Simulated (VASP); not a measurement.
# ZnO (P6_3/mmc) in VASP: notebook

Runs on ZnO. Level: PBEsol. Tasks: single point, relaxation of cell and atoms.

Everything below comes from runs of VASP 6.6.1. Logs are shortened: lines on timing, memory, paths and dates and some standing lists are left out, and cuts for length are marked.

## (1) Starting point

It takes space group P6_3/mmc (No. 194, hexagonal). Conventional cell: a = 3.423 Å, b = 3.423 Å, c = 4.450 Å, α = 90.00°, β = 90.00°, γ = 120.00°. Zn (site symmetry -6m2) has 5 O at 1.98 to 2.22 Å as nearest neighbours. O (site symmetry -6m2) is surrounded by 5 Zn at 1.98 to 2.22 Å.

Measurements of this composition are mostly on another form, of space group No. 186.

## (2) Single point, PBEsol

File INCAR:

```
SYSTEM = ZnO
ALGO = Normal
EDIFF = 1E-6
ENCUT = 520
GGA = PS
ISIF = 2
ISMEAR = 0
LASPH = .TRUE.
LCHARG = .FALSE.
LREAL = .FALSE.
LWAVE = .FALSE.
NBANDS = 26
NELM = 100
PREC = Accurate
SIGMA = 0.02
```

File KPOINTS:

```
k-points
0
G
  6 6 2
  0 0 0
```

File POSCAR:

```
ZnO
1.0
    3.4228132953      0.0000000000      0.0000000000
   -1.7114066477      2.9642432662      0.0000000000
    0.0000000000      0.0000000000      4.4499714852
Zn O
2 2
Direct
    0.3333333333      0.6666666667      0.0000000000
    0.6666666667      0.3333333333      0.5000000000
    0.3333333333      0.6666666667      0.5000000000
    0.6666666667      0.3333333333      1.0000000000
```

Potentials or basis: VASP PAW PBE potentials, release 64 (Zn, O).

On the command line:

```
$ cat potpaw_PBE.64/Zn/POTCAR potpaw_PBE.64/O/POTCAR > POTCAR
$ mpirun -np 1 vasp_std > vasp.out
```

OUTCAR:

```text
SYSTEM = ZnO
   EDIFF = 1E-6
   ENCUT = 520
   GGA = PS
   ISIF = 2
   ISMEAR = 0
   LASPH = .TRUE.
   LREAL = .FALSE.
   NELM = 100
   PREC = Accurate

 ion  position               nearest neighbor table
   1  0.333  0.667  0.000-   4 1.98   4 1.98   4 1.98   3 2.22   3 2.22   2 2.98   2 2.98   2 2.98
                             2 2.98   2 2.98   2 2.98
   2  0.667  0.333  0.500-   3 1.98   3 1.98   3 1.98   4 2.22   4 2.22   1 2.98   1 2.98   1 2.98
                             1 2.98   1 2.98   1 2.98
   3  0.333  0.667  0.500-   2 1.98   2 1.98   2 1.98   1 2.22   1 2.22
   4  0.667  0.333  0.000-   1 1.98   1 1.98   1 1.98   2 2.22   2 2.22

  LATTYP: Found a hexagonal cell.
 ALAT       =     3.4228132953
 C/A-ratio  =     1.3000917962

  Lattice vectors:

 A1 = (   3.4228132953,   0.0000000000,   0.0000000000)
 A2 = (  -1.7114066477,   2.9642432662,   0.0000000000)
 A3 = (   0.0000000000,   0.0000000000,   4.4499714852)

Analysis of symmetry for initial positions (statically):
=====================================================================
 Subroutine PRICEL returns:
 Original cell was already a primitive cell.

 Routine SETGRP: Setting up the symmetry group for a
 hexagonal supercell.

 Subroutine GETGRP returns: Found 24 space group operations
 (whereof 12 operations were pure point group operations)
 out of a pool of 24 trial point group operations.

The static configuration has the point symmetry D_3h.
 The point group associated with its full space group is D_6h.

Analysis of symmetry for dynamics (positions and initial velocities):
=====================================================================
 Subroutine PRICEL returns:
 Original cell was already a primitive cell.

 Routine SETGRP: Setting up the symmetry group for a
 hexagonal supercell.

 Subroutine GETGRP returns: Found 24 space group operations
 (whereof 12 operations were pure point group operations)
 out of a pool of 24 trial point group operations.

The dynamic configuration has the point symmetry D_3h.
 The point group associated with its full space group is D_6h.

 Subroutine INISYM returns: Found 24 space group operations
 (whereof 12 operations are pure point group operations),
 and found     1 'primitive' translations

----------------------------------------------------------------------------------------

                                     Primitive cell

  volume of cell :      45.1496

  direct lattice vectors                    reciprocal lattice vectors
     3.422813295  0.000000000  0.000000000     0.292157332  0.168677114  0.000000000
    -1.711406648  2.964243266  0.000000000     0.000000000  0.337354228  0.000000000
     0.000000000  0.000000000  4.449971485     0.000000000  0.000000000  0.224720541

  length of vectors
     3.422813295  3.422813295  4.449971485     0.337354228  0.337354228  0.224720541

  position of ions in fractional coordinates (direct lattice)
     0.333333333  0.666666667  0.000000000
     0.666666667  0.333333333  0.500000000
     0.333333333  0.666666667  0.500000000
     0.666666667  0.333333333  0.000000000

  ion indices of the primitive-cell ions
   primitive index   ion index
                 1           1
                 2           2
                 3           3
                 4           4

----------------------------------------------------------------------------------------

 KPOINTS: k-points

Automatic generation of k-mesh.
 Grid dimensions read from file:
 generate k-points for:    6    6    2

 Generating k-lattice:

  Cartesian coordinates                     Fractional coordinates (reciprocal lattice)
     0.048692889  0.028112852  0.000000000     0.166666667 -0.000000000  0.000000000
     0.000000000  0.056225705  0.000000000     0.000000000  0.166666667  0.000000000
     0.000000000  0.000000000  0.112360271     0.000000000  0.000000000  0.500000000

  Length of vectors
     0.056225705  0.056225705  0.112360271

  Shift w.r.t. Gamma in fractional coordinates (k-lattice)
     0.000000000  0.000000000  0.000000000

 Subroutine IBZKPT returns following result:
 ===========================================

 Found     14 irreducible k-points:

 Following reciprocal coordinates:
            Coordinates               Weight
  0.000000  0.000000  0.000000      1.000000
  0.166667  0.000000  0.000000      6.000000
  0.333333  0.000000  0.000000      6.000000
  0.500000  0.000000  0.000000      3.000000
  0.166667  0.166667  0.000000      6.000000
  0.333333  0.166667  0.000000     12.000000
  0.333333  0.333333  0.000000      2.000000
  0.000000  0.000000  0.500000      1.000000
  0.166667  0.000000  0.500000      6.000000
  0.333333  0.000000  0.500000      6.000000
  0.500000  0.000000  0.500000      3.000000
  0.166667  0.166667  0.500000      6.000000
  0.333333  0.166667  0.500000     12.000000
  0.333333  0.333333  0.500000      2.000000
   k-points           NKPTS =     14   k-points in BZ     NKDIM =     14   number of bands    NBANDS=     26
   number of dos      NEDOS =    301   number of ions     NIONS =      4
   total plane-waves  NPLWV =  28224
   dimension x,y,z NGX =    28 NGY =   28 NGZ =   36
   dimension x,y,z NGXF=    56 NGYF=   56 NGZF=   72
   ions per type =               2   2
   NGX,Y,Z   is equivalent  to a cutoff of  13.60, 13.60, 13.45 a.u.
   NGXF,Y,Z  is equivalent  to a cutoff of  27.20, 27.20, 26.90 a.u.
 SYSTEM =  ZnO
   PREC   = accura    normal or accurate (medium, high low for compatibility)
   ISTART =      0    job   : 0-new  1-cont  2-samecut
   ICHARG =      2    charge: 1-file 2-atom 10-const
   ISPIN  =      1    spin polarized calculation?
   LNONCOLLINEAR =      F non collinear calculations
   LSORBIT =      F    spin-orbit coupling
   LASPH  =      T    aspherical Exc in radial PAW
   ENCUT  =  520.0 eV  38.22 Ry    6.18 a.u.   6.36  6.36  8.27*2*pi/ulx,y,z
   NELM   =    100;   NELMIN=  2; NELMDL= -5     # of ELM steps
   EDIFF  = 0.1E-05   stopping-criterion for ELM
   LREAL  =      F    real-space projection
   EDIFFG = 0.1E-04   stopping-criterion for IOM
   NSW    =      0    number of steps for IOM
   IBRION =     -1    ionic relax: 0-MD 1-quasi-New 2-CG
   NFREE  =      0    steps in history (QN), initial steepest desc. (CG)
   ISIF   =      2    stress and relaxation
   ISYM   =      2    0-nonsym 1-usesym 2-fastsym
   POTIM  = 0.5000    time-step for ionic-motion
   TEBEG  =    0.0;   TEEND  =   0.0 temperature during run
   PSTRESS=    0.0 pullay stress
   NELECT =      36.0000    total number of electrons
   NUPDOWN=      -1.0000    fix difference up-down
   EMIN   =  10.00;   EMAX   =-10.00  energy-range for DOS
   EFERMI =   0.00;   METHOD = LEGACY
   ISMEAR =     0;   SIGMA  =   0.02  broadening in eV -4-tet -1-fermi 0-gaus
   EFERMI_NEDOS =   21; number of points for ismear=-14 and -15
   IALGO  =     38    algorithm
   IMIX   =      4    mixing-type and parameters
     AMIX     =   0.40;   BMIX     =  1.00
     AMIX_MAG =   1.60;   BMIX_MAG =  1.00
  volume/ion in A,a.u.               =      11.29        76.17
  Fermi-wavevector in a.u.,A,eV,Ry     =   1.518067  2.868730 31.354994  2.304527
  Thomas-Fermi vector in A             =   2.627238
   LORBIT       =      0    0 simple, 1 ext, 2 COOP (PROOUT), +10 PAW based schemes
   GGA     = PS    functional components
   LHFCALC =     F    Hartree Fock is set to
   AEXX    =    0.0000 exact exchange contribution
   IVDW    =     0    specifies the selected vdW correction
   LEPSILON=     F    determine dielectric tensor
   LRPA    =     F    only Hartree local field effects (RPA)
 non-spin polarized calculation
 Gauss-broadening in eV      SIGMA  =   0.02
  energy-cutoff  :      520.00
  volume of cell :       45.15
 maximum number of plane-waves:      1239
 NGX is ok and might be reduce to    28
   NGX = 13   NGY = 13   NGZ = 17

 number of electron      36.0000013 magnetization

 Free energy of the ion-electron system (eV)
  ---------------------------------------------------
  ext. energy  EPLUGINS =         0.00000000
  ---------------------------------------------------
  free energy    TOTEN  =       -19.17267648 eV

  energy without entropy =      -19.17267648  energy(sigma->0) =      -19.17267648

 E-fermi :   1.4840     XC(G=0): -11.4959

 val. band max:        1.3863609123   @ k =   0.3333   0.3333   0.5000
 cond. band min:       2.2617867033   @ k =   0.0000   0.0000   0.0000
 fundamental gap:      0.8754257909
 Fermi energy:         1.4839666134

 k-point     1 :       0.0000    0.0000    0.0000
  band No.  band energies     occupation
      1     -16.7669      2.00000
      2     -15.5070      2.00000
      3      -4.4543      2.00000
      4      -4.4543      2.00000
      5      -4.3213      2.00000
      6      -4.3213      2.00000
[... 18 lines left out ...]
     25      14.4482      0.00000
     26      16.6980      0.00000

 k-point     2 :       0.1667    0.0000    0.0000
  band No.  band energies     occupation
      1     -16.6167      2.00000
      2     -15.4956      2.00000
      3      -4.5042      2.00000
      4      -4.3564      2.00000
      5      -4.3344      2.00000
      6      -4.1366      2.00000
[... 18 lines left out ...]
     25      15.1387      0.00000
     26      16.4022      0.00000

 k-point     3 :       0.3333    0.0000    0.0000
  band No.  band energies     occupation
      1     -16.2601      2.00000
      2     -15.5204      2.00000
      3      -4.6440      2.00000
      4      -4.1421      2.00000
      5      -4.0087      2.00000
      6      -3.9287      2.00000
[... 282 lines left out ...]
 k-point    13 :       0.3333    0.1667    0.5000
  band No.  band energies     occupation
      1     -15.7414      2.00000
      2     -15.7414      2.00000
      3      -4.9448      2.00000
      4      -4.9448      2.00000
      5      -4.0070      2.00000
      6      -4.0070      2.00000
[... 18 lines left out ...]
     25      15.3698      0.00000
     26      15.3698      0.00000

 k-point    14 :       0.3333    0.3333    0.5000
  band No.  band energies     occupation
      1     -15.6923      2.00000
      2     -15.6923      2.00000
      3      -4.8438      2.00000
      4      -4.8438      2.00000
      5      -3.9019      2.00000
      6      -3.9019      2.00000
[... 18 lines left out ...]
     25      16.3485      0.00000
     26      16.3485      0.00000

------------------------ aborting loop because EDIFF is reached ----------------------------------------

  FORCE on cell =-STRESS in cart. coord.  units (eV):
  Direction    XX          YY          ZZ          XY          YZ          ZX
  --------------------------------------------------------------------------------------
  -------------------------------------------------------------------------------------
  Total        0.3070394      0.3070394      0.2275491     -0.0000000      0.0000000      0.0000000
  in kB       10.8955802     10.8955802      8.0747944     -0.0000000      0.0000000      0.0000000
  external PRESSURE =       9.9553182 kB  Pullay stress =       0.0000000 kB

 VOLUME and BASIS-vectors are now :
 -----------------------------------------------------------------------------
  energy-cutoff  :      520.00
  volume of cell :       45.15
      direct lattice vectors                 reciprocal lattice vectors
     3.422813295  0.000000000  0.000000000     0.292157332  0.168677114  0.000000000
    -1.711406648  2.964243266  0.000000000     0.000000000  0.337354228  0.000000000
     0.000000000  0.000000000  4.449971485     0.000000000  0.000000000  0.224720541

 POSITION                                       TOTAL-FORCE (eV/Angst)
 -----------------------------------------------------------------------------------
     -0.00000      1.97616      0.00000         0.000000     -0.000000      0.000000
      1.71141      0.98808      2.22499         0.000000      0.000000      0.000000
     -0.00000      1.97616      2.22499        -0.000000      0.000000      0.000000
      1.71141      0.98808      0.00000        -0.000000      0.000000      0.000000
 -----------------------------------------------------------------------------------
    total drift:                               -0.000000      0.000000     -0.000000

  FREE ENERGIE OF THE ION-ELECTRON SYSTEM (eV)
  ---------------------------------------------------
  free  energy   TOTEN  =       -19.1726764751 eV

  energy  without entropy=      -19.1726764751  energy(sigma->0) =      -19.17267648
```

It took 15 s on 1 thread of Intel Xeon Platinum 8559C (Emerald Rapids), shared host; peak memory 0.16 GiB.

What came out:

| Item | Value |
| --- | --- |
| Free energy | -19.1727 eV |
| Pressure | 1.0 GPa |
| Band gap on the k mesh | 0.88 eV, indirect (least direct gap 0.97 eV) |

Caveat: the k mesh is coarse (spacing up to 0.71 Å⁻¹), so the values aren't converged; the PAW data sets were made with another functional, which shifts forces and pressure a little.

## (3) Relaxation of cell and atoms, PBEsol

This run uses another cell than the first one, of 11.90 Å³/atom, 1.055 times its volume.

File INCAR:

```
ALGO = Fast
EDIFF = 1E-7
EDIFFG = -0.002
ENCUT = 600
GGA = PS
IBRION = 2
ISIF = 3
ISMEAR = 0
LASPH = True
LCHARG = False
LREAL = False
LWAVE = False
NELM = 100
NSW = 100
PREC = Accurate
SIGMA = 0.02
```

File KPOINTS:

```
k-points
0
Gamma
  6 6 2
```

File POSCAR:

```
ZnO
1.0
    3.2500000000      0.0000000000      0.0000000000
   -1.6250000000      2.8145825623      0.0000000000
    0.0000000000      0.0000000000      5.2050000000
Zn O
2 2
Direct
    0.3333333333      0.6666666667      0.0000000000
    0.6666666667      0.3333333333      0.5000000000
    0.3333333333      0.6666666667      0.5000000000
    0.6666666667      0.3333333333      1.0000000000
```

Potentials or basis: VASP PAW PBE potentials, release 64 (Zn, O).

On the command line:

```
$ cat potpaw_PBE.64/Zn/POTCAR potpaw_PBE.64/O/POTCAR > POTCAR
$ mpirun -np 1 vasp_std > vasp.out
```

Run time: 2.5 min. Hardware: 1 thread of Intel Xeon Platinum 8559C (Emerald Rapids), shared host; peak memory 0.18 GiB.

It converged, with:

| Item | Value |
| --- | --- |
| Free energy | -19.1815 eV |
| Relaxed volume | 11.35 Å³/atom |
| Relaxed cell | a = 3.431 Å, b = 3.431 Å, c = 4.455 Å, α = 90.00°, β = 90.00°, γ = 120.00° |
| Space group after relaxing (to 0.05 Å) | P6_3/mmc (No. 194) |
| Energy gained by relaxing | 71.0 meV/atom |
| Ionic steps | 16 |
| Pressure after relaxing | 0.0 GPa |
| Band gap on the k mesh | 0.86 eV, indirect (least direct gap 0.96 eV) |

The path:
| step | energy change (eV) | largest force (eV/Å) | pressure (GPa) | volume (Å³) |
| --- | --- | --- | --- | --- |
| 1 | 0.0000 | 0.0000 | 5.69 | 47.61 |
| 2 | -0.0734 | 0.0000 | -6.94 | 50.53 |
| 3 | -0.0892 | 0.0000 | -3.49 | 49.61 |
| 4 | -0.1516 | 0.0000 | -2.99 | 48.48 |
| 5 | -0.2715 | 0.0000 | 2.38 | 44.98 |
| 6 | -0.2713 | 0.0000 | 3.28 | 44.65 |
| 7 | -0.2747 | 0.0000 | -0.24 | 45.36 |
| 8 | -0.2823 | 0.0000 | 1.16 | 45.04 |
| 9 | -0.2836 | 0.0000 | -0.61 | 45.60 |
| 10 | -0.2840 | 0.0000 | 0.00 | 45.41 |
| 11 | -0.2840 | 0.0000 | -0.07 | 45.42 |
| 12 | -0.2840 | 0.0000 | 0.11 | 45.38 |
| 13 | -0.2840 | 0.0000 | 0.02 | 45.40 |
| 14 | -0.2840 | 0.0000 | -0.02 | 45.40 |
| 15 | -0.2840 | 0.0000 | 0.02 | 45.40 |
| 16 | -0.2840 | 0.0000 | 0.00 | 45.40 |

Final structure:
```
Zn O
1.0
     3.43052    0.00000    0.00000
    -1.71526    2.97092    0.00000
     0.00000    0.00000    4.45476
Zn O
2 2
Direct
  0.33333 0.66667 0.00000
  0.66667 0.33333 0.50000
  0.33333 0.66667 0.50000
  0.66667 0.33333 0.00000
```

Levels at points of the mesh, in eV from the valence-band top:
```csv
k point,band 14,band 15,band 16,band 17,band 18,band 19,band 20,band 21,band 22
"(0.00, 0.00, 0.00)",-0.98,-0.88,-0.88,-0.10,-0.10,0.86,4.79,9.88,11.23
"(0.50, 0.00, 0.00)",-3.24,-2.72,-2.57,-1.56,-1.33,5.76,6.29,7.74,9.49
"(0.00, 0.00, 0.50)",-2.27,-0.42,-0.42,-0.42,-0.42,4.29,4.29,11.42,11.42
"(0.50, 0.00, 0.50)",-3.55,-1.90,-1.90,-0.36,-0.36,5.99,5.99,8.69,8.69
```

Caveat: the k mesh is coarse (spacing up to 0.60 Å⁻¹), so the values aren't converged; the PAW data sets were made with another functional, which shifts forces and pressure a little. Expect the measured gap to be larger: semilocal functionals such as PBEsol lack the derivative discontinuity.

(Continued in part 2 of 2.)
